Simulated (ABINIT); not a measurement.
Crystal: LuH2.

```
Lu H
1.0
     0.00000    2.51650    2.51650
     2.51650    0.00000    2.51650
     2.51650    2.51650    0.00000
Lu H
1 2
Cartesian
  0.0000 0.0000 0.0000
  3.7748 3.7748 3.7748
  1.2583 1.2583 1.2583
```

Base run:

| Item | Value |
| --- | --- |
| Program | ABINIT 10.8.3 (patched build) |
| Functional | LDA |
| Potentials or basis | JTH PAW LDA v2.0 |
| Cutoff | 816 eV |
| k mesh | 12 × 12 × 12 |
| Occupations | fermi-dirac, width 0.05 eV |
| Spin | no spin polarisation |

Its results: band gap on the k mesh none (metal or under the smearing width); pressure -6.5 GPa.

Task: The run is repeated on the same cell with these changes: k mesh from 12 × 12 × 12 to 4 × 4 × 4. What comes out?

Result: Band gap on the k mesh none (metal or under the smearing width); pressure -6.9 GPa.

Caveats: some runs use coarse meshes.
